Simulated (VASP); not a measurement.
# HfB2 (P6/mmm) in VASP: further runs

The runs below take HfB2 through single point, with PBE, PBE+D4.

Everything below comes from runs of VASP 6.6.1. Logs are shortened: lines on timing, memory, paths and dates and some standing lists are left out, and cuts for length are marked.

## 1. Starting point

The structure is hexagonal, space group P6/mmm (No. 191). Conventional cell: a = 3.133 Å, b = 3.133 Å, c = 3.479 Å, α = 90.00°, β = 90.00°, γ = 120.00°. Around Hf (site symmetry 6/mmm) lie 12 B at 2.51 Å. B (site symmetry -6m2) has 3 B at 1.81 Å as nearest neighbours.

The cell comes from a database or a generator and needn't be the stable form of this composition.

## 2. Single point, PBE

INCAR reads:

```
SYSTEM = HfB2
ALGO     = Normal         ! electronic algorithm
EDIFF    = 1E-6           ! SCF threshold, eV
ENCUT    = 520            ! plane-wave cutoff, eV
GGA      = PE             ! functional
ISIF     = 2              ! what is computed and relaxed
ISMEAR   = 0              ! smearing method
LASPH    = .TRUE.         ! aspherical terms in the spheres
LCHARG   = .FALSE.        ! write CHGCAR
LREAL    = .FALSE.        ! projectors in reciprocal space
LWAVE    = .FALSE.        ! write WAVECAR
NBANDS   = 15             ! bands
NELM     = 60             ! most SCF steps
PREC     = Accurate       ! precision mode
SIGMA    = 0.1            ! smearing width, eV
```

KPOINTS reads:

```
k-points
0
G
  6 6 4
  0 0 0
```

POSCAR reads:

```
HfB2
1.0
    3.1326790839      0.0000000000      0.0000000000
   -1.5663395419      2.7129796685      0.0000000000
    0.0000000000      0.0000000000      3.4792139900
Hf B
1 2
Direct
    0.0000000000      0.0000000000      0.0000000000
    0.3333333300      0.6666666700      0.5000000000
    0.6666666700      0.3333333300      0.5000000000
```

Potentials or basis: VASP PAW PBE potentials, release 64 (Hf_pv, B).

Launch:

```bash
$ cat potpaw_PBE.64/Hf_pv/POTCAR potpaw_PBE.64/B/POTCAR > POTCAR
$ mpirun -np 1 vasp_std > vasp.out
```

OUTCAR:

```text
SYSTEM = HfB2
   EDIFF = 1E-6
   ENCUT = 520
   GGA = PE
   ISIF = 2
   ISMEAR = 0
   LASPH = .TRUE.
   LREAL = .FALSE.
   NELM = 60
   PREC = Accurate

 ion  position               nearest neighbor table
   1  0.000  0.000  0.000-   2 2.51   3 2.51   2 2.51   3 2.51   2 2.51   2 2.51   3 2.51   3 2.51
                             3 2.51   3 2.51   2 2.51   2 2.51
   2  0.333  0.667  0.500-   3 1.81   3 1.81   3 1.81   1 2.51   1 2.51   1 2.51   1 2.51   1 2.51
                             1 2.51
   3  0.667  0.333  0.500-   2 1.81   2 1.81   2 1.81   1 2.51   1 2.51   1 2.51   1 2.51   1 2.51
                             1 2.51

  LATTYP: Found a hexagonal cell.
 ALAT       =     3.1326790839
 C/A-ratio  =     1.1106193443

  Lattice vectors:

 A1 = (   3.1326790839,   0.0000000000,   0.0000000000)
 A2 = (  -1.5663395419,   2.7129796685,   0.0000000000)
 A3 = (   0.0000000000,   0.0000000000,   3.4792139900)

Analysis of symmetry for initial positions (statically):
=====================================================================
 Subroutine PRICEL returns:
 Original cell was already a primitive cell.

 Routine SETGRP: Setting up the symmetry group for a
 hexagonal supercell.

 Subroutine GETGRP returns: Found 24 space group operations
 (whereof 24 operations were pure point group operations)
 out of a pool of 24 trial point group operations.

The static configuration has the point symmetry D_6h.

Analysis of symmetry for dynamics (positions and initial velocities):
=====================================================================
 Subroutine PRICEL returns:
 Original cell was already a primitive cell.

 Routine SETGRP: Setting up the symmetry group for a
 hexagonal supercell.

 Subroutine GETGRP returns: Found 24 space group operations
 (whereof 24 operations were pure point group operations)
 out of a pool of 24 trial point group operations.

The dynamic configuration has the point symmetry D_6h.

 Subroutine INISYM returns: Found 24 space group operations
 (whereof 24 operations are pure point group operations),
 and found     1 'primitive' translations

----------------------------------------------------------------------------------------

                                     Primitive cell

  volume of cell :      29.5695

  direct lattice vectors                    reciprocal lattice vectors
     3.132679084  0.000000000  0.000000000     0.319215589  0.184299206  0.000000000
    -1.566339542  2.712979669  0.000000000     0.000000000  0.368598413  0.000000000
     0.000000000  0.000000000  3.479213990     0.000000000  0.000000000  0.287421240

  length of vectors
     3.132679084  3.132679084  3.479213990     0.368598413  0.368598413  0.287421240

  position of ions in fractional coordinates (direct lattice)
     0.000000000  0.000000000  0.000000000
     0.333333330  0.666666670  0.500000000
     0.666666670  0.333333330  0.500000000

  ion indices of the primitive-cell ions
   primitive index   ion index
                 1           1
                 2           2
                 3           3

----------------------------------------------------------------------------------------

 KPOINTS: k-points

Automatic generation of k-mesh.
 Grid dimensions read from file:
 generate k-points for:    6    6    4

 Generating k-lattice:

  Cartesian coordinates                     Fractional coordinates (reciprocal lattice)
     0.053202598  0.030716534  0.000000000     0.166666667  0.000000000  0.000000000
     0.000000000  0.061433069  0.000000000     0.000000000  0.166666667  0.000000000
     0.000000000  0.000000000  0.071855310     0.000000000  0.000000000  0.250000000

  Length of vectors
     0.061433069  0.061433069  0.071855310

  Shift w.r.t. Gamma in fractional coordinates (k-lattice)
     0.000000000  0.000000000  0.000000000

 Subroutine IBZKPT returns following result:
 ===========================================

 Found     21 irreducible k-points:

 Following reciprocal coordinates:
            Coordinates               Weight
  0.000000  0.000000  0.000000      1.000000
  0.166667  0.000000  0.000000      6.000000
  0.333333  0.000000  0.000000      6.000000
  0.500000  0.000000  0.000000      3.000000
  0.166667  0.166667  0.000000      6.000000
  0.333333  0.166667  0.000000     12.000000
[... 13 lines left out ...]
  0.333333  0.166667  0.500000     12.000000
  0.333333  0.333333  0.500000      2.000000
   k-points           NKPTS =     21   k-points in BZ     NKDIM =     21   number of bands    NBANDS=     15
   number of dos      NEDOS =    301   number of ions     NIONS =      3
   total plane-waves  NPLWV =  16128
   dimension x,y,z NGX =    24 NGY =   24 NGZ =   28
   dimension x,y,z NGXF=    48 NGYF=   48 NGZF=   56
   ions per type =               1   2
   NGX,Y,Z   is equivalent  to a cutoff of  12.74, 12.74, 13.38 a.u.
   NGXF,Y,Z  is equivalent  to a cutoff of  25.47, 25.47, 26.76 a.u.
 SYSTEM =  HfB2
   PREC   = accura    normal or accurate (medium, high low for compatibility)
   ISTART =      0    job   : 0-new  1-cont  2-samecut
   ICHARG =      2    charge: 1-file 2-atom 10-const
   ISPIN  =      1    spin polarized calculation?
   LNONCOLLINEAR =      F non collinear calculations
   LSORBIT =      F    spin-orbit coupling
   LASPH  =      T    aspherical Exc in radial PAW
   ENCUT  =  520.0 eV  38.22 Ry    6.18 a.u.   5.82  5.82  6.47*2*pi/ulx,y,z
   NELM   =     60;   NELMIN=  2; NELMDL= -5     # of ELM steps
   EDIFF  = 0.1E-05   stopping-criterion for ELM
   LREAL  =      F    real-space projection
   EDIFFG = 0.1E-04   stopping-criterion for IOM
   NSW    =      0    number of steps for IOM
   IBRION =     -1    ionic relax: 0-MD 1-quasi-New 2-CG
   NFREE  =      0    steps in history (QN), initial steepest desc. (CG)
   ISIF   =      2    stress and relaxation
   ISYM   =      2    0-nonsym 1-usesym 2-fastsym
   POTIM  = 0.5000    time-step for ionic-motion
   TEBEG  =    0.0;   TEEND  =   0.0 temperature during run
   PSTRESS=    0.0 pullay stress
   NELECT =      16.0000    total number of electrons
   NUPDOWN=      -1.0000    fix difference up-down
   EMIN   =  10.00;   EMAX   =-10.00  energy-range for DOS
   EFERMI =   0.00;   METHOD = LEGACY
   ISMEAR =     0;   SIGMA  =   0.10  broadening in eV -4-tet -1-fermi 0-gaus
   EFERMI_NEDOS =   21; number of points for ismear=-14 and -15
   IALGO  =     38    algorithm
   IMIX   =      4    mixing-type and parameters
     AMIX     =   0.40;   BMIX     =  1.00
     AMIX_MAG =   1.60;   BMIX_MAG =  1.00
  volume/ion in A,a.u.               =       9.86        66.51
  Fermi-wavevector in a.u.,A,eV,Ry     =   1.334034  2.520959 24.213571  1.779647
  Thomas-Fermi vector in A             =   2.462847
   LORBIT       =      0    0 simple, 1 ext, 2 COOP (PROOUT), +10 PAW based schemes
   GGA     = PE    functional components
   LHFCALC =     F    Hartree Fock is set to
   AEXX    =    0.0000 exact exchange contribution
   IVDW    =     0    specifies the selected vdW correction
   LEPSILON=     F    determine dielectric tensor
   LRPA    =     F    only Hartree local field effects (RPA)
 non-spin polarized calculation
 Gauss-broadening in eV      SIGMA  =   0.10
  energy-cutoff  :      520.00
  volume of cell :       29.57
 maximum number of plane-waves:       816
 NGX is ok and might be reduce to    24
   NGX = 11   NGY = 11   NGZ = 13

 number of electron      15.9999998 magnetization

 Free energy of the ion-electron system (eV)
  ---------------------------------------------------
  ext. energy  EPLUGINS =         0.00000000
  ---------------------------------------------------
  free energy    TOTEN  =       -26.35114602 eV

  energy without entropy =      -26.34740095  energy(sigma->0) =      -26.34927348

 E-fermi :   7.3543     XC(G=0): -12.6200

 val. band max:        7.0096761820   @ k =   0.3333   0.1667   0.0000
 cond. band min:       7.4019744561   @ k =   0.3333   0.1667   0.0000
 fundamental gap:      0.3922982741
 Fermi energy:         7.3542809590

 k-point     1 :       0.0000    0.0000    0.0000
  band No.  band energies     occupation
      1     -22.9263      2.00000
      2     -22.3940      2.00000
      3     -22.3940      2.00000
      4      -6.0797      2.00000
      5       4.6867      2.00000
      6       4.8159      2.00000
      7       4.8159      2.00000
      8       4.9041      2.00000
      9      11.7583      0.00000
     10      11.7583      0.00000
     11      12.3864      0.00000
     12      12.3864      0.00000
     13      12.7293      0.00000
     14      12.7293      0.00000
     15      12.7680      0.00000

 k-point     2 :       0.1667    0.0000    0.0000
  band No.  band energies     occupation
      1     -22.8926      2.00000
      2     -22.5989      2.00000
      3     -22.4397      2.00000
      4      -5.4925      2.00000
      5       3.3689      2.00000
      6       4.4586      2.00000
      7       4.7511      2.00000
      8       5.2034      2.00000
      9      10.1711      0.00000
     10      11.3778      0.00000
     11      11.4176      0.00000
     12      12.0777      0.00000
     13      13.6915      0.00000
     14      14.7037      0.00000
     15      14.9213      0.00000
[... 311 lines left out ...]
      3     -22.6481      2.00000
      4      -2.5540      2.00000
      5       0.0713      2.00000
      6       2.5101      2.00000
      7       3.4165      2.00000
      8       4.8035      2.00000
      9      11.9313      0.00000
     10      12.8333      0.00000
     11      13.5019      0.00000
     12      14.7865      0.00000
     13      15.3713      0.00000
     14      15.5237      0.00000
     15      16.6199      0.00000

 k-point    21 :       0.3333    0.3333    0.5000
  band No.  band energies     occupation
      1     -23.0020      2.00000
      2     -22.8994      2.00000
      3     -22.8994      2.00000
      4      -1.4554      2.00000
      5      -1.4554      2.00000
      6       2.1876      2.00000
      7       4.5577      2.00000
      8       4.5577      2.00000
      9      12.1624      0.00000
     10      13.1687      0.00000
     11      14.6740      0.00000
     12      14.6740      0.00000
     13      15.0971      0.00000
     14      15.0971      0.00000
     15      17.2338      0.00000

------------------------ aborting loop because EDIFF is reached ----------------------------------------

  FORCE on cell =-STRESS in cart. coord.  units (eV):
  Direction    XX          YY          ZZ          XY          YZ          ZX
  --------------------------------------------------------------------------------------
  -------------------------------------------------------------------------------------
  Total        0.6778581      0.6778581      0.0249068      0.0000000      0.0000000     -0.0000000
  in kB       36.7287168     36.7287168      1.3495359      0.0000000      0.0000000     -0.0000000
  external PRESSURE =      24.9356565 kB  Pullay stress =       0.0000000 kB

 VOLUME and BASIS-vectors are now :
 -----------------------------------------------------------------------------
  energy-cutoff  :      520.00
  volume of cell :       29.57
      direct lattice vectors                 reciprocal lattice vectors
     3.132679084  0.000000000  0.000000000     0.319215589  0.184299206  0.000000000
    -1.566339542  2.712979669  0.000000000     0.000000000  0.368598413  0.000000000
     0.000000000  0.000000000  3.479213990     0.000000000  0.000000000  0.287421240

 POSITION                                       TOTAL-FORCE (eV/Angst)
 -----------------------------------------------------------------------------------
      0.00000      0.00000      0.00000         0.000000      0.000000      0.000000
     -0.00000      1.80865      1.73961        -0.000000      0.000000      0.000000
      1.56634      0.90433      1.73961         0.000000     -0.000000     -0.000000
 -----------------------------------------------------------------------------------
    total drift:                                0.000000     -0.000000     -0.000000

  FREE ENERGIE OF THE ION-ELECTRON SYSTEM (eV)
  ---------------------------------------------------
  free  energy   TOTEN  =       -26.3511460212 eV

  energy  without entropy=      -26.3474009485  energy(sigma->0) =      -26.34927348
```

Wall time 9.7 s (1 thread of Intel Xeon Platinum 8375C at 2.90GHz (Ice Lake), shared host); peak memory 0.14 GiB.

Results:

- Free energy: -26.3511 eV
- Pressure: 2.5 GPa
- Band gap on the k mesh: none (metal or under the smearing width)

Caveat: the k mesh is coarse (spacing up to 0.45 Å⁻¹), so the values aren't converged. Spin-orbit coupling is left out, which matters for the levels of Hf.

## 3. Single point, PBE+D4

INCAR reads:

```
ALGO     = Normal         # electronic algorithm
EDIFF    = 1E-6           # SCF threshold, eV
ENCUT    = 520            # plane-wave cutoff, eV
GGA      = PE             # functional
ISIF     = 2              # what is computed and relaxed
ISMEAR   = 0              # smearing method
IVDW     = 13             # dispersion correction
LASPH    = T              # aspherical terms in the spheres
LCHARG   = T              # write CHGCAR
LELF     = T              # ELF
LREAL    = F              # projectors in reciprocal space
LVHAR    = T            
LWAVE    = F              # write WAVECAR
NBANDS   = 15             # bands
NELM     = 60             # most SCF steps
PREC     = Accurate       # precision mode
SIGMA    = 0.1            # smearing width, eV
```

KPOINTS reads:

```
k-points
0
Gamma
  6 6 4
```

POSCAR reads:

```
HfB2
1.0
    3.1326790839      0.0000000000      0.0000000000
   -1.5663395419      2.7129796685      0.0000000000
    0.0000000000      0.0000000000      3.4792139900
Hf B
1 2
Direct
    0.0000000000      0.0000000000      0.0000000000
    0.3333333333      0.6666666667      0.5000000000
    0.6666666667      0.3333333333      0.5000000000
```

Potentials or basis: VASP PAW PBE potentials, release 64 (Hf_pv, B).

Launch:

```bash
$ cat potpaw_PBE.64/Hf_pv/POTCAR potpaw_PBE.64/B/POTCAR > POTCAR
$ mpirun -np 1 vasp_std > vasp.out
```

Wall time 11 s (1 thread of Intel Xeon Platinum 8375C at 2.90GHz (Ice Lake), shared host); peak memory 0.15 GiB.

Results (log left out):

```
Free energy                : -27.2814 eV
Pressure                   : -3.3 GPa
Band gap on the k mesh     : none (metal or under the smearing width)
Dispersion energy per atom : -0.310 eV
```

Stress tensor (GPa, compression positive):
```
-1.55  0.00  0.00
 0.00 -1.55  0.00
 0.00  0.00 -6.85
```

Levels at points of the mesh, in eV from the Fermi level:
| k point | band 5 | band 6 | band 7 | band 8 | band 9 | band 10 | band 11 | band 12 |
| --- | --- | --- | --- | --- | --- | --- | --- | --- |
| (0.00, 0.00, 0.00) | -2.67 | -2.54 | -2.54 | -2.45 | 4.40 | 4.40 | 5.03 | 5.03 |
| (0.50, 0.00, 0.00) | -8.71 | -3.81 | -3.09 | -2.52 | 2.46 | 3.09 | 5.96 | 6.15 |
| (0.00, 0.00, 0.50) | -8.03 | -0.84 | -0.84 | 0.69 | 0.69 | 1.38 | 1.38 | 2.56 |
| (0.50, 0.00, 0.50) | -7.18 | -4.63 | -4.36 | -2.31 | 4.38 | 4.50 | 6.68 | 7.57 |

Caveat: the k mesh is coarse (spacing up to 0.45 Å⁻¹), so the values aren't converged; pairwise dispersion overbinds metals, which lowers pressure and volume.

## 4. Single point, PBE

INCAR reads:

```
SYSTEM = HfB2
PREC = Accurate
ENCUT = 520
EDIFF = 1E-6
ISMEAR = 0
SIGMA = 0.1
LREAL = .FALSE.
LASPH = .TRUE.
NELM = 100
ALGO = Normal
ISIF = 2
LWAVE = .FALSE.
LCHARG = .TRUE.
GGA = PE
LELF = .TRUE.
LVHAR = .TRUE.
NBANDS = 15
ISYM = 0
```

KPOINTS reads:

```
Automatic mesh
0
G
  4 5 3
  0 0 0
```

POSCAR is that of step 3.

Launch:

```bash
$ cat potpaw_PBE.64/Hf_pv/POTCAR potpaw_PBE.64/B/POTCAR > POTCAR
$ mpirun -np 1 vasp_std > vasp.out
```

It took 14 s on 1 thread of Intel Xeon Platinum 8375C at 2.90GHz (Ice Lake), shared host; peak memory 0.14 GiB.

Results (log left out):

| Property | Result |
| --- | --- |
| Free energy | -26.3673 eV |
| Pressure | 2.5 GPa |
| Largest force | 0.107 eV/Å |
| Band gap on the k mesh | none (metal or under the smearing width) |

Forces on the atoms (eV/Å):
```
Hf   0.000  0.000  0.000
B   -0.057 -0.091  0.000
B    0.057  0.091  0.000
```

Stress tensor (GPa, compression positive):
```
 3.14 -1.21  0.00
-1.21  4.00  0.00
 0.00  0.00  0.36
```

Levels at points of the mesh, in eV from the Fermi level:
| k point | band 5 | band 6 | band 7 | band 8 | band 9 | band 10 | band 11 | band 12 |
| --- | --- | --- | --- | --- | --- | --- | --- | --- |
| (0.00, 0.00, 0.00) | -2.92 | -2.78 | -2.77 | -2.68 | 4.14 | 4.16 | 4.78 | 4.79 |
| (0.50, 0.00, 0.00) | -8.95 | -4.06 | -3.33 | -2.76 | 2.24 | 2.85 | 5.71 | 5.89 |

Caveat: the k mesh is coarse (spacing up to 0.60 Å⁻¹), so the values aren't converged. The run has no spin-orbit coupling, so splittings on Hf are missing.

## 5. The runs side by side

```csv
level,k mesh,gap on the mesh (eV),pressure (GPa)
PBE,6 × 6 × 4,none,2.5
PBE+D4,6 × 6 × 4,none,-3.3
PBE,4 × 5 × 3,none,2.5
```

Alike in all rows: task single point; potentials or basis VASP PAW PBE potentials, release 64 (Hf_pv, B); no spin polarisation; cell as given; cutoff (eV) 520; smearing gaussian 0.1 eV; the mesh is coarse, so values aren't converged.

Caveats: all runs use coarse meshes; pairwise dispersion overbinds metals, which lowers pressure and volume (some runs).

Absolute energies hang on the potentials; compare differences alone.
